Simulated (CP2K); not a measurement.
InP in CP2K: the effect of pseudo set

InP:

```xyz
2
Lattice="4.1444 0.0000 0.0000 2.0722 3.5891 0.0000 2.0722 1.1964 3.3838" Properties=species:S:1:pos:R:3 pbc="T T T"
In    0.0000    0.0000    0.0000
P     6.2165    3.5891    2.5379
```

Alike in all runs:

```yaml
Program: CP2K 2026.2
Task: band structure
Functional: PBE
Density_cutoff: 6123 eV
k_mesh: 8 × 8 × 8
Occupations: fermi-dirac, width 0.05 eV
Spin: no spin polarisation
```

```tsv
pseudo set	gap on the mesh (eV)	pressure (GPa)
PBE	0.68	3.9
PADE	0.64	2.5
BLYP	0.61	3.5
SCAN	0.96	4.4
PBE0	?	?
```

Problem. What does the run with pseudo set PBE0 give?

Solution. gap on the mesh 0.76 eV; pressure 5.1 GPa.

Caveats: spin-orbit coupling is left out, which moves the levels of the heavy elements; the basis of atomic orbitals isn't converged, which shifts pressures, moduli and gaps; the potentials were made for another functional, which shifts forces and pressure (some runs).

